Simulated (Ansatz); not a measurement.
# LiCl under changes of volume

One of the cells (16.871 Å³/atom); the others are scaled copies at fixed shape and fractional positions:

```
CELL_PARAMETERS angstrom
0.00000 2.56477 2.56477
2.56477 0.00000 2.56477
2.56477 2.56477 0.00000
ATOMIC_POSITIONS crystal
Cl 0.50000 0.50000 0.50000
Li 0.00000 0.00000 0.00000
```

| Property | Result |
| --- | --- |
| Program | Ansatz 0.2.0 |
| Functional | PBE |
| Potentials or basis | all-electron LAPW, scalar-relativistic |
| Cutoff | 176 eV (chosen from the basis error) |
| Basis error allowed | 0.0005 eV/atom |
| k mesh | 9 × 9 × 9 |
| Occupations | fermi-dirac, width 0.05 eV |
| Spin | no spin polarisation |

```tsv
volume (Å³/atom)	energy over the lowest point (meV/atom)	pressure (GPa)	gap on the mesh (eV)
15.859	?	?	?
16.196	4.88	1.9	6.57
16.534	1.74	1.1	6.44
16.871	0.16	0.4	6.33
17.209	0.00	-0.2	6.21
17.546	1.11	-0.8	6.11
17.883	3.36	-1.3	6.01
```

What does the run at 15.859 Å³/atom give?

Energy over the lowest point 9.76 meV/atom; pressure 2.8 GPa; gap on the mesh 6.70 eV.

Worked out: A Birch-Murnaghan fit of order 3 (a polynomial in V^(-2/3)) to the other rows has its minimum at 17.08 Å³/atom with B0 = V·E''(V) = 32 GPa and B' = 4.2. It gives 9.75 meV/atom at 15.859 Å³/atom, against the run's 9.76, and -dE/dV = 2.8 GPa, against 2.8. A straight line through the other rows of the gap, of slope -5.64 eV per unit of ln V (its deformation potential), extrapolates to 6.68 eV, against the run's 6.70.

Energies are extrapolated to zero smearing.

Caveats: an odd mesh through Γ misses points on the zone boundary, where band edges often lie.
